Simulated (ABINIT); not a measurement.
Runs of ABINIT 10.8.3 (patched build) on SnTe. It takes space group Fm-3m (No. 225, cubic). Conventional cell: a = 6.302 Å, b = 6.302 Å, c = 6.302 Å, α = 90.00°, β = 90.00°, γ = 90.00°. Around Te (site symmetry m-3m) lie 6 Sn at 3.15 Å. Around Sn (site symmetry m-3m) lie 6 Te at 3.15 Å. 

```csv
task,level,potentials or basis,cell,k mesh,cutoff (eV),smearing,cell freedom (optcell),optimiser (ionmov),cutoff smearing ecutsm (Ha),force stop (Ha/bohr),cutoff of the screening (Ha),mesh quality,pressure (GPa),relaxed volume (Å³/atom)
single point,PBEsol,PseudoDojo NC SR PBEsol v0.4.1 standard,cell relaxed,5 × 5 × 5,1088,fermi-dirac 0.05 eV,-,-,-,-,-,not flagged,0.0,-
relaxation of cell and atoms,PBEsol,PseudoDojo NC SR PBEsol v0.4.1 standard,relaxed,5 × 5 × 5,1088,fermi-dirac 0.05 eV,2,2,0.5,2e-05,-,not flagged,0.0,(b)
single point,LDA,PseudoDojo NC SR LDA v0.4.1 standard,as given,5 × 5 × 5,952,fermi-dirac 0.05 eV,-,-,-,-,-,not flagged,-1.7,-
single point,AM05,JTH PAW PBE v2.0,cell relaxed,5 × 5 × 5,599,fermi-dirac 0.05 eV,-,-,-,-,-,not flagged,0.0,-
single point,PBEsol,PseudoDojo NC SR PBEsol v0.4.1 standard,as given,5 × 5 × 5,925,fermi-dirac 0.05 eV,-,-,-,-,-,not flagged,(a),-
phonons,LDA,PseudoDojo NC SR LDA v0.4.1 standard,as given,"4 × 4 × 4, with 4 shifts",952,fixed,-,-,-,-,-,not flagged,-1.4,-
relaxation of cell and atoms,AM05,JTH PAW PBE v2.0,relaxed,5 × 5 × 5,599,fermi-dirac 0.05 eV,2,2,0.5,2e-05,-,not flagged,0.0,31.21
```

Alike in all rows: no spin polarisation.

**Question.** Estimate the missing entries.

**Answer.** (a) -0.7; (b) 31.07.

Caveats: the PAW data sets were made with another functional, which shifts forces and pressure a little (some runs); the cutoff is short for stress, so the pressure is rough (some runs); some modes are imaginary (some runs).

The runs don't all hold the same shells in valence.

Runs at the PBE level aren't shown here.
